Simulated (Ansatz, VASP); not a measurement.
## One calculation of TiH3, two programs

```xyz
4
Lattice="-1.8592 1.8592 1.8592 1.8592 -1.8592 1.8592 1.8592 1.8592 -1.8592" Properties=species:S:1:pos:R:3 pbc="T T T"
Ti    0.0000    0.0000    0.0000
H     1.8592    0.0000    0.0000
H     0.0000    1.8592    0.0000
H     0.0000    0.0000    1.8592
```

Alike in both runs: functional PBE; k mesh 18 × 18 × 18; occupations gaussian, width 0.1 eV; no spin polarisation.

Ansatz relaxed the structure, and its values are those at the end. VASP's run is a single point on that final structure, the one shown.

```csv
,VASP,Ansatz
version,VASP 6.6.1,Ansatz 0.2.0
potentials or method,"VASP PAW PBE potentials, release 64 (Ti_sv, H)","scalar-relativistic, plane waves, PAW"
plane-wave cutoff (eV),520,420
valence electrons in the cell,15,15
```

|  | VASP | Ansatz | Ansatz less VASP |
| --- | --- | --- | --- |
| gap on the k mesh at the Fermi level (eV) | none | none | - |
| pressure (GPa) | -0.1 | 0.0 | +0.10 |

A gap of «none» marks a metal or a gap that the smearing closes. The functional is the same, so the differences come from potentials, cutoffs and numerics.
